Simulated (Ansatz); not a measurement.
# Hf2NS2 MXene monolayer in a perpendicular field, part 2 of 3

What dipole does a perpendicular field induce in the Hf2NS2 MXene monolayer? A positive field points along +c.

Ansatz 0.2.0; plane-wave DFT, PBE-D3(BJ), Ansatz PAW.

So far. Step 2 (Relaxing the slab): The lattice constant a goes from 3.217 to 3.383 Å.

## (3) Single point, field 0

A sawtooth potential applies the field, turning back in the middle of the vacuum. With the dipole correction the typed value is the field outside the slab. The induced dipole is small, so the SCF threshold is tight.

The cell differs from the one that the last finished run ended in (c 43.448 → 23.670 Å).

Contents of input.yaml:

```yaml
crystal:
  lattice:
    - [3.3828883401, 0.0, 0.0]
    - [-1.6914441701, 2.9296672407, 0.0]
    - [0.0, 0.0, 23.6700990949]
  atoms:
    - { symbol: S, position: [0.3333333333, 0.6666666667, 0.3802265451] }
    - { symbol: Hf, position: [0.6666666667, 0.3333333333, 0.4461341851] }
    - { symbol: "N", position: [0.0, 0.0, 0.5] }
    - { symbol: Hf, position: [0.3333333333, 0.6666666667, 0.5538658149] }
    - { symbol: S, position: [0.6666666667, 0.3333333333, 0.6197734549] }
kpoints:
  mp_grid: { grid: [18, 18, 1] }
  band_path:
    path: [[0, 0, 0], [0.5, 0, 0], [0.33333333, 0.33333333, 0], [0, 0, 0]]
    npoints: 16
hamiltonian:
  xc: pbe
  dispersion: d3bj
scf:
  occupations: { method: fermi_dirac, width: 0.05 }
  convergence: { dr2_threshold: 1.0e-10 }
efield:
  axis: 3
  dipole_correction: true
  ramp_position: 0.97
  ramp_width: 0.06
  amplitude: 0
output:
  dos: { projected: true, e_range: [-6, 5] }
  bader: true
  write_potential: true
  write_density: true
  volumetric_format: npy
  elf: true
```

Run with:

```
ansatz run input.yaml --threads 4 --pin off --max-ram 6144MiB --backend cpu --events-out ev --progress --plain --runs-dir out
```

Numbers of over 12 decimals in the logs are rounded to 6 here.

The program printed:

```text
[...]
Crystal: 5 atoms, lattice volume = 234.588 Å³
Basis set: ecut = 420 eV, 4603 PW (Γ)
Bands: 42, of which v1, the nominal top of the filled ones, is band 35 counted from 1 (34 counted from 0)
Symmetry: 6 space group operations
k-points: 37 of 324 (time reversal used)
[...]
SCF iter   1: F=—  HF=-33639.967029 eV  |F-HF|=—  |Δ(HF+E_count)|=         —  Δρ=2.75e-3  dr2=4.55e-2  ethr=1.77e-3  p=-0.000 e·Å  D=-1.38e-14 V/Å  ΔV_dip=0.00 eV  dr2_dipole=4.68e-9  V_vac-E_F(+/−)=5.68/5.68 eV  ⟨swp⟩=8.4  Hψ=7062  notcnv=0  defer=4
efield: sawtooth ramp at fractional position 0.9700 (set: `efield.ramp_position`, or a place that a band, a saddle search or an elastic batch's reference lends), width 0.0600; the density the first Hamiltonian is built on has a dipole p = -0.000 e·Å; the dipole correction subtracts the counter field D = -1.38e-14 V/Å, which shifts the + side's vacuum level by +0.00 eV against the − side's; the planar-averaged density in the ramp window peaks in size at 1.2e-5 e/Å³
[...]
SCF iter   2: F=—  HF=-33639.970246 eV  |F-HF|=—  |Δ(HF+E_count)|=   3.22e-3  Δρ=2.19e-3  dr2=2.10e-2  ethr=6.60e-5  p=-0.000 e·Å  D=-1.60e-5 V/Å  ΔV_dip=0.00 eV  dr2_dipole=2.40e-8  V_vac-E_F(+/−)=5.63/5.63 eV  ⟨swp⟩=2.9  Hψ=3398  notcnv=0  defer=68
[...]
SCF iter  10: F=-33639.967027 eV  HF=-33639.967027 eV  |F-HF|=9.46e-11  |Δ(HF+E_count)|=  1.09e-10  Δρ=9.25e-8  dr2=1.75e-11  ethr=1.00e-12  p=0.000 e·Å  D=1.40e-8 V/Å  ΔV_dip=-0.00 eV  dr2_dipole=1.72e-14  V_vac-E_F(+/−)=5.57/5.57 eV  ⟨swp⟩=10.5  Hψ=4987  notcnv=0
SCF 1 converged in 10 iterations: F = -33639.967027 eV  dr2 = 1.75e-11
[...]
NSCF: frozen V_eff on 49 k-points
efield: sawtooth ramp at fractional position 0.9700 (kept from the solve that this one continues, or follows in the run), width 0.0600; the density the first Hamiltonian is built on has a dipole p = 0.000 e·Å; the dipole correction subtracts the counter field D = 1.40e-8 V/Å, which shifts the + side's vacuum level by -0.00 eV against the − side's; the planar-averaged density in the ramp window peaks in size at 4.8e-8 e/Å³
[...]
SCF converged after 10 iterations
Free energy (F): -33639.967027 eV
[...]
Internal energy: -33639.954815 eV  (E = F + TS)
E sigma→0 (E₀):  -33639.960921 eV
Entropy (-TS):   -0.012211 eV (-2.442 meV/atom)
Fermi energy:    1.612403 eV
Dipole field:    D = -0.000000 V/Å  (p = -0.000000 e·Å, saw-weighted, corrected)
Work function:   Φ+ = 5.5690 eV   Φ− = 5.5690 eV
Levels:          The Fermi level and band energies are counted from a zero that moves with the ramp; work functions are not
[...]
--- Band table (eV; the first three rows and the last of 37) ---
  k-point 0: bands = [... 31 lower, -0.2339, 0.8764, 0.8764, 2.2895, 2.2895, 2.5763, 3.6466, 4.3219, ... 3 higher]
  k-point 1: bands = [... 31 lower, 0.0018, 0.5501, 0.7389, 2.2512, 2.4446, 2.6702, 3.7715, 4.2228, ... 3 higher]
  k-point 2: bands = [... 31 lower, -0.1341, 0.1178, 0.4681, 1.9798, 2.7683, 2.9393, 3.9724, 4.2480, ... 3 higher]
  k-point 36: bands = [... 31 lower, -1.7316, -1.2971, -1.2971, 3.1544, 3.1544, 3.7590, 5.5289, 5.5289, ... 3 higher]
--- Bader charges: 5 sites ---
  site symbol  charge [e]  shift [e]
     0      S     -1.0280     0.0000
     1     Hf      1.9748     0.0003
     2      N     -1.8935     0.0005
     3     Hf      1.9748     0.0003
     4      S     -1.0280     0.0000
  estimated error of the sums over rays = 7.4e-4 e
```

Run time: 25 s. Hardware: 4 threads of Arm Neoverse V2, shared host; peak memory 0.78 GiB.

Reading the cycles: dr2 is the Hartree energy of the density residual (eV), the measure of convergence; HF is the Harris–Foulkes estimate of the energy, which meets the free energy F at convergence.

This step gave:

```yaml
energy_at_zero_smearing: -33639.9609 eV
work_function_upper_face: 5.569 eV
dipole_along_the_normal: -1.93e-7 e·Å
```

Running mean over a fixed 2.5 Å (it still follows the layers) of the planar mean; the ramp of the sawtooth is left out. Electron's electrostatic potential energy less the Fermi level against z:

```csv
z (Å),electron's electrostatic potential energy less the Fermi level (eV)
3.0,5.57
3.5,5.57
4.0,5.57
4.5,5.57
5.0,5.57
5.5,5.56
6.0,5.55
6.5,5.47
7.0,5.03
7.5,3.44
8.0,1.06
8.5,-1.33
9.0,-4.14
9.5,-7.29
10.0,-8.89
10.5,-9.22
11.0,-9.56
11.5,-9.61
12.0,-9.61
12.5,-9.61
13.0,-9.34
13.5,-9.03
14.0,-8.09
14.5,-5.25
15.0,-2.18
15.5,0.225
16.0,2.67
16.5,4.65
17.0,5.39
17.5,5.53
18.0,5.56
18.5,5.57
19.0,5.57
19.5,5.57
20.0,5.57
20.5,5.57
```

The density of states has structure finer than the step of the table below, so its rows give means over 0.25 eV, whole bins alone (the curve runs from -6 to 1.99 eV). Peaks (eV: height): -4.810: 17.7, -4.730: 15.0, -4.430: 6.40, -4.040: 20.5, -3.380: 8.89, -2.940: 6.83, -2.170: 9.16.

Density of states against energy, zero at the Fermi level; means over each step:

```
energy (eV)  density of states (states/eV a cell)
      -5.75                                 0.792
      -5.50                                  2.75
      -5.25                                  4.11
      -5.00                                  1.18
      -4.75                                  8.51
      -4.50                                  2.46
      -4.25                                  2.54
      -4.00                                  7.48
      -3.75                                  1.32
      -3.50                                  2.02
      -3.25                                  4.90
      -3.00                                  3.77
      -2.75                                  4.60
      -2.50                                  4.34
      -2.25                                  5.53
      -2.00                                  4.16
      -1.75                                  2.81
      -1.50                                  1.46
      -1.25                                 0.505
      -1.00                                 0.961
      -0.75                                 0.919
      -0.50                                 0.923
      -0.25                                  1.01
       0.00                                  1.11
       0.25                                  1.40
       0.50                                  1.32
       0.75                                  1.03
       1.00                                  1.45
       1.25                                  1.21
       1.50                                  1.23
       1.75                                  2.11
```

Projected DOS per atom over height of the atomic layer and energy from the Fermi level. Layers: S Hf N Hf S from below.

Ten even steps from '0' (0.05 states/eV) to '9' (3.48 states/eV), each cell a mean:
```
02020
01010
01010
01010
01010
00000
00000
00000
00000
10001
30003
51115
40004
41014
41014
10001
41114
21012
02920
00200
01410
00100
```
Columns: height of the atomic layer (Å) from 9 to 14.7 (not evenly spaced); rows upwards: energy from the Fermi level (eV) from -5.96 to 1.96.

The electronic bands at the labelled points (eV, zero at the Fermi level):

```csv
point,band 31,band 32,band 33,band 34,band 35,band 36,band 37,band 38
Γ,-1.85,-1.85,-0.74,-0.74,0.68,0.68,0.96,2.03
halfway,-2.85,-2.04,-2.04,-1.59,-0.52,1.95,2.09,2.30
M,-3.41,-2.38,-2.19,-1.75,-1.13,1.72,3.56,3.76
halfway,-3.38,-3.00,-2.76,-2.40,-0.03,2.53,2.85,2.94
K,-3.34,-3.34,-2.91,-2.91,1.54,1.54,2.15,3.92
halfway,-2.72,-2.58,-2.32,-2.05,0.45,0.79,2.81,3.01
Γ,-1.85,-1.85,-0.74,-0.74,0.68,0.68,0.96,2.03
```

Valence density in the ca plane at fractional y = 0.333, with atoms of Hf and S within 0.2 Å of it. It is the smooth field of the valence electrons, not physical close to the nuclei.

Values in e/Å³, 5 rows by 16 columns, each cell a mean:
```
 0  0  0  0  0  0  0  0  3  3  0  0  1  1  0  0
 0  0  0  0  0  0  0  0 12 12  0  0  1  1  0  0
 0  0  0  0  0  0  0  0  3  3  0  0  1  1  0  0
 0  0  0  0  0  0  0  0  0  0  0  1  0  0  0  0
 0  0  0  0  0  0  0  0  0  0  0  0  0  0  0  0
```
Columns run along c (16.0 Å, from fractional 0.08 to 0.75 of the cell), rows up along a (3.4 Å). Atoms in or near the plane, at fractional coordinates: Hf at (0.45, 0.67), S at (0.62, 0.67).

Electrostatic potential energy in the ca plane at fractional y = 0.333, with atoms of Hf and S within 0.2 Å of it. With pseudopotentials it is smooth inside the atoms' cores, unlike the true potential.

Values in eV, 5 rows by 16 columns, each cell a mean:
```
  7   7   7   7   7   7   6   2 -20 -21   0  -1 -11 -14   6   7
  7   7   7   7   7   7   7   1 -31 -31  -2   2 -23 -27   4   7
  7   7   7   7   7   7   6   2 -21 -22  -1  -1 -12 -15   6   7
  7   7   7   7   7   7   5  -1  -1  -1  -1 -10  -1   4   7   7
  7   7   7   7   7   7   5  -1  -1  -1  -1 -10  -1   5   7   7
```
Columns run along c (16.0 Å, from fractional 0.08 to 0.75 of the cell; values clipped at the 3rd and 97th percentile), rows up along a (3.4 Å). Atoms in or near the plane, at fractional coordinates: Hf at (0.45, 0.67), S at (0.62, 0.67).

ELF in the ca plane at fractional y = 0.333, with atoms of Hf and S within 0.2 Å of it. It is the smooth field of the valence electrons, not physical close to the nuclei.

Ten even steps from '0' (0.00) to '9' (0.92), each cell a mean:
```
00000000000012455423542232112589998641000000
00000000000000122147885112225786699863100000
00000000000000000158887212236861189974100000
00000000000000011158996212236873499974100000
00000000000001234225763122113788899852000000
00000000000024567632221342111368876420000000
00000000000146788863113653121123321000000000
00000000000246888874224653122112110000000000
00000000000135788742112452111246654210000000
```
Columns run along c (16.0 Å, from fractional 0.14 to 0.81 of the cell), rows up along a (3.4 Å). Atoms in or near the plane, at fractional coordinates: Hf at (0.45, 0.67), S at (0.62, 0.67).

The work function of the upper face is 5.57 eV.

## (4) Atoms held, field 0.1 V/Å

input.yaml, as its differences from that of step 3:

```diff
@@ -27,6 +27,4 @@
   ramp_width: 0.06
-  amplitude: 0
+  amplitude: 0.1
 output:
-  dos: { projected: true, e_range: [-6, 5] }
-  bader: true
   write_potential: true
@@ -34,2 +32 @@
   volumetric_format: npy
-  elf: true
```

The program printed:

```text
[...]
Crystal: 5 atoms, lattice volume = 234.588 Å³
Basis set: ecut = 420 eV, 4603 PW (Γ)
Bands: 42, of which v1, the nominal top of the filled ones, is band 35 counted from 1 (34 counted from 0)
Symmetry: 6 space group operations
k-points: 37 of 324 (time reversal used)
[...]
k-point 0: bands = [... 31 lower, -0.2343, 0.8762, 0.8762, 2.2892, 2.2892, 2.5759, 3.6460, 4.3216, ... 3 higher]
  k-point 1: bands = [... 31 lower, 0.0014, 0.5500, 0.7387, 2.2508, 2.4443, 2.6698, 3.7708, 4.2224, ... 3 higher]
  k-point 2: bands = [... 31 lower, -0.1346, 0.1178, 0.4680, 1.9795, 2.7680, 2.9389, 3.9717, 4.2477, ... 3 higher]
  k-point 36: bands = [... 31 lower, -1.7176, -1.3165, -1.2784, 3.1512, 3.1570, 3.7586, 5.5282, 5.5291, ... 3 higher]
[key lines of the parts left out:]
SCF converged after 12 iterations
Free energy (F): -33639.969055 eV
Fermi energy:    1.612088 eV
Dipole field:    D = 0.031290 V/Å  (p = 0.040565 e·Å, saw-weighted, corrected)
```

Wall time 15 s (4 threads); peak memory 0.74 GiB.

The dipole is 0.0406 e·Å.

## (5) Single point, field -0.1 V/Å

input.yaml, as its differences from that of step 4:

```diff
@@ -27,3 +27,3 @@
   ramp_width: 0.06
-  amplitude: 0.1
+  amplitude: -0.1
 output:
```

The program printed:

```text
[...]
Crystal: 5 atoms, lattice volume = 234.588 Å³
Basis set: ecut = 420 eV, 4603 PW (Γ)
Bands: 42, of which v1, the nominal top of the filled ones, is band 35 counted from 1 (34 counted from 0)
Symmetry: 6 space group operations
k-points: 37 of 324 (time reversal used)
[...]
k-point 0: bands = [... 31 lower, -0.2343, 0.8762, 0.8762, 2.2892, 2.2892, 2.5759, 3.6460, 4.3216, ... 3 higher]
  k-point 1: bands = [... 31 lower, 0.0014, 0.5500, 0.7387, 2.2508, 2.4443, 2.6698, 3.7708, 4.2224, ... 3 higher]
  k-point 2: bands = [... 31 lower, -0.1346, 0.1178, 0.4680, 1.9795, 2.7680, 2.9389, 3.9717, 4.2477, ... 3 higher]
  k-point 36: bands = [... 31 lower, -1.7176, -1.3165, -1.2784, 3.1512, 3.1570, 3.7586, 5.5282, 5.5291, ... 3 higher]
[key lines of the parts left out:]
SCF converged after 12 iterations
Free energy (F): -33639.969055 eV
Fermi energy:    1.612088 eV
Dipole field:    D = -0.031290 V/Å  (p = -0.040565 e·Å, saw-weighted, corrected)
```

Elapsed: 15 s, on 4 threads; peak memory 0.74 GiB.

The dipole is -0.0406 e·Å.

## (6) Single point, field 0.5 V/Å

input.yaml, as its differences from that of step 5:

```diff
@@ -27,3 +27,3 @@
   ramp_width: 0.06
-  amplitude: -0.1
+  amplitude: 0.5
 output:
```

The program printed:

```text
[...]
Crystal: 5 atoms, lattice volume = 234.588 Å³
Basis set: ecut = 420 eV, 4603 PW (Γ)
Bands: 42, of which v1, the nominal top of the filled ones, is band 35 counted from 1 (34 counted from 0)
Symmetry: 6 space group operations
k-points: 37 of 324 (time reversal used)
[...]
k-point 0: bands = [... 31 lower, -0.2441, 0.8712, 0.8712, 2.2816, 2.2816, 2.5664, 3.6295, 4.3150, ... 3 higher]
  k-point 1: bands = [... 31 lower, -0.0086, 0.5465, 0.7341, 2.2430, 2.4368, 2.6604, 3.7534, 4.2123, ... 3 higher]
  k-point 2: bands = [... 31 lower, -0.1473, 0.1177, 0.4647, 1.9716, 2.7604, 2.9289, 3.9539, 4.2385, ... 3 higher]
  k-point 36: bands = [... 31 lower, -1.6675, -1.4000, -1.2095, 3.1319, 3.1609, 3.7499, 5.5196, 5.5238, ... 3 higher]
[key lines of the parts left out:]
SCF converged after 13 iterations
Free energy (F): -33640.017749 eV
Fermi energy:    1.604483 eV
Dipole field:    D = 0.156545 V/Å  (p = 0.202947 e·Å, saw-weighted, corrected)
```

Wall time 16 s (4 threads); peak memory 0.74 GiB.

The dipole is 0.203 e·Å.

## (7) Single point, field -0.3 V/Å

input.yaml, as its differences from that of step 6:

```diff
@@ -27,4 +27,6 @@
   ramp_width: 0.06
-  amplitude: 0.5
+  amplitude: -0.3
 output:
+  dos: { projected: true, e_range: [-6, 5] }
+  bader: true
   write_potential: true
@@ -32 +34,2 @@
   volumetric_format: npy
+  elf: true
```

The program printed:

```text
[...]
Crystal: 5 atoms, lattice volume = 234.588 Å³
Basis set: ecut = 420 eV, 4603 PW (Γ)
Bands: 42, of which v1, the nominal top of the filled ones, is band 35 counted from 1 (34 counted from 0)
Symmetry: 6 space group operations
k-points: 37 of 324 (time reversal used)
[...]
k-point 36: bands = [... 31 lower, -1.6913, -1.3570, -1.2427, 3.1428, 3.1602, 3.7558, 5.5250, 5.5276, ... 3 higher]
--- Bader charges: 5 sites ---
  site symbol  charge [e]  shift [e]
     0      S     -1.0148     0.0000
     1     Hf      1.9763     0.0003
     2      N     -1.8935     0.0005
     3     Hf      1.9732     0.0003
     4      S     -1.0412     0.0000
  estimated error of the sums over rays = 7.6e-4 e
[key lines of the parts left out:]
SCF converged after 13 iterations
Free energy (F): -33639.985283 eV
Fermi energy:    1.609572 eV
Dipole field:    D = -0.093892 V/Å  (p = -0.121723 e·Å, saw-weighted, corrected)
```

It took 25 s on 4 threads; peak memory 0.76 GiB; 1.7 min of CPU time.

The dipole is -0.122 e·Å.

## (8) Response, atoms held

This step: plane-wave DFT, PBE-D3(BJ), Ansatz PAW; response to a field along the normal, atoms held (Ansatz 0.2.0).

The dipoles give the slope, and the difference of two potentials shows where the field is screened.

Numbers from this step:

- equivalent conductor thickness p/(ε₀AE): 7.406 Å
- distance between the outer atoms: 5.670 Å

The dipole of the cell by applied field:

```csv
applied field (V/Å),dipole of the cell (e·Å)
-0.300,-0.122
-0.100,-0.0406
0.000,0
0.100,0.0406
0.500,0.203
```

Local field over the applied field, running mean. From the potentials at -0.1 and 0.1 V/Å; running mean over 2.5 Å. Table of local field over applied field by z:

| z (Å) | local field over applied field |
| --- | --- |
| 4.5 | 0.999 |
| 5.0 | 0.998 |
| 5.5 | 0.993 |
| 6.0 | 0.978 |
| 6.5 | 0.937 |
| 7.0 | 0.841 |
| 7.5 | 0.688 |
| 8.0 | 0.511 |
| 8.5 | 0.332 |
| 9.0 | 0.179 |
| 9.5 | 0.0885 |
| 10.0 | 0.0566 |
| 10.5 | 0.0473 |
| 11.0 | 0.0500 |
| 11.5 | 0.0553 |
| 12.0 | 0.0560 |
| 12.5 | 0.0521 |
| 13.0 | 0.0472 |
| 13.5 | 0.0521 |
| 14.0 | 0.0728 |
| 14.5 | 0.140 |
| 15.0 | 0.275 |
| 15.5 | 0.449 |
| 16.0 | 0.629 |
| 16.5 | 0.794 |
| 17.0 | 0.912 |
| 17.5 | 0.968 |
| 18.0 | 0.990 |
| 18.5 | 0.997 |
| 19.0 | 0.999 |
| 19.5 | 1.000 |

Electrons, planar mean, per unit field. The induced electron density by z:

| z (Å) | induced electron density (e/Å³ per V/Å) |
| --- | --- |
| 4.5 | 2.2e-6 |
| 5.0 | 7.9e-6 |
| 5.5 | 2.8e-5 |
| 6.0 | 9.4e-5 |
| 6.5 | 2.9e-4 |
| 7.0 | 8.6e-4 |
| 7.5 | 0.00215 |
| 8.0 | 0.00374 |
| 8.5 | 0.00258 |
| 9.0 | 7.1e-4 |
| 9.5 | 5.2e-4 |
| 10.0 | -5.7e-4 |
| 10.5 | -1.5e-4 |
| 11.0 | 2.4e-4 |
| 11.5 | 1.1e-4 |
| 12.0 | 7.7e-5 |
| 12.5 | -3.8e-4 |
| 13.0 | -3.8e-6 |
| 13.5 | 6.2e-4 |
| 14.0 | -1.2e-4 |
| 14.5 | -7.7e-4 |
| 15.0 | -0.00163 |
| 15.5 | -0.00378 |
| 16.0 | -0.00276 |
| 16.5 | -0.00120 |
| 17.0 | -4.3e-4 |
| 17.5 | -1.4e-4 |
| 18.0 | -4.2e-5 |
| 18.5 | -1.2e-5 |
| 19.0 | -3.4e-6 |
| 19.5 | -9.4e-7 |

By hand: between -0.1 and 0.1 V/Å the dipole changes by 0.08113 e·Å, a slope of 0.4057 e·Å²/V. A perfect conductor of thickness t has p = ε₀AEt, so t = 180.95 × 0.4057 / 9.911 = 7.41 Å (e/ε₀ = 180.95 V·Å, A in Å²).

The induced dipole is that of a conductor 7.41 Å thick.

[end of part 2 of 3]

[Logs are printed without paths, hosts, clocks, repeated set-up lines and the standing remarks that a program may print on its own settings, such as how far it seeks lower states.]

[Hosts, paths, dates, database ids (printed as entryN), source tags and the programs' standing remarks are cut or masked in the printed files.]

[Maps of the electrostatic potential energy from Ansatz leave out the sawtooth potential of an applied field or a dipole correction, so their vacuum need not be flat; planar profiles and work functions include it.]

[The density of states shown here was stored with 400 of the rows of the run's finer table, so its peaks can read low, often by over a quarter, or be missed, and its means over a window can be off by a tenth or more.]
